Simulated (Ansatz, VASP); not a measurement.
## Two plane-wave programs on LiH

```
CELL_PARAMETERS angstrom
-0.05076 2.02475 2.02475
2.02475 -0.05076 2.02475
2.02475 2.02475 -0.05076
ATOMIC_POSITIONS crystal
Li 0.00000 0.00000 0.00000
H 0.50000 0.50000 0.50000
```

Change from the starting cell: epitaxial_111 strain +3.6%.

Alike in both runs: task single point; functional r2SCAN; k mesh 10 × 10 × 10; no spin polarisation.

|  | VASP | Ansatz |
| --- | --- | --- |
| version | VASP 6.6.1 | Ansatz 0.2.0 |
| potentials or method | VASP PAW PBE potentials, release 64 (Li_sv, H) | plane waves, PAW |
| plane-wave cutoff (eV) | 520 | 500 |
| occupations | gaussian, width 0.01 eV | fixed |
| valence electrons in the cell | 4 | 4 |

|  | VASP | Ansatz | Ansatz less VASP |
| --- | --- | --- | --- |
| gap on the k mesh at the Fermi level (eV) | 3.62 | 3.67 | +0.050 |

 A k mesh can miss the band edges.
